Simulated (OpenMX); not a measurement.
Crystal: Sb.

```
CELL_PARAMETERS angstrom
0.00000 2.37124 2.37124
2.37124 0.00000 2.37124
2.37124 2.37124 0.00000
ATOMIC_POSITIONS crystal
Sb 0.00000 0.00000 0.00000
```

This isn't the form of Sb at room conditions, which is rhombohedral.

- Program: OpenMX 3.8.5
- Task: single point
- Functional: PBE
- Potentials or basis: OpenMX 2013 PBE set, Sb7.0-s3p2d2, grid cutoff 500 Ry
- k mesh: 11 × 11 × 11
- Occupations: fermi-dirac, width 0.05 eV
- Spin: no spin polarisation

On this cell: pressure 3.7 GPa; band gap on the k mesh none (metal or under the smearing width).

The same run follows on a disturbed copy (cell strained at random at fixed volume):

```
Sb
1.0
    -0.01676    2.38071    2.40165
     2.36975    0.04435    2.34054
     2.40963    2.35947    0.00447
Sb
1
Direct
  0.99246 0.01309 0.98926
```

Problem. What does the disturbed cell give?

Solution. The energy (extrapolated to zero smearing) moves by -2.6 meV/atom; pressure 3.7 GPa; band gap on the k mesh none (metal or under the smearing width).

The energy falls, though the first cell shows no forces: that form is unstable against this distortion, unless noise or another electronic state is at work.

Caveats: the basis of atomic orbitals isn't converged, which shifts pressures, moduli and gaps.
